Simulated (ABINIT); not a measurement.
Ir:

```
Ir
1.0
     0.00000    1.91560    1.91560
     1.91560    0.00000    1.91560
     1.91560    1.91560    0.00000
Ir
1
Direct
  0.00000 0.00000 0.00000
```

Base run:

```yaml
Program: ABINIT 10.8.3 (patched build)
Functional: LDA-PZ
Potentials_or_basis: JTH PAW LDA v2.0
Cutoff: 463 eV
k_mesh: 12 × 12 × 12
Occupations: fermi-dirac, width 0.05 eV
Spin: no spin polarisation
```

Its results: band gap on the k mesh none (metal or under the smearing width); pressure -6.9 GPa.

Question: After a change of settings the same cell gave: band gap on the k mesh none (metal or under the smearing width); pressure -4.7 GPa. Which change was it?
A. spin from no spin polarisation to spin-orbit coupling, no magnetisation
B. functional from LDA-PZ to PBE; potentials or basis from JTH PAW LDA v2.0 to PseudoDojo NC SR PBE v0.5 standard; cutoff from 463 eV to 925 eV; valence electrons from 15 to 17
C. functional from LDA-PZ to LDA
D. functional from LDA-PZ to PBE; potentials or basis from JTH PAW LDA v2.0 to PseudoDojo NC SR PBE v0.4.1 standard; cutoff from 463 eV to 925 eV; valence electrons from 15 to 17

Answer: A.

Caveats: spin-orbit coupling is left out, which moves the levels of the heavy elements (some runs).
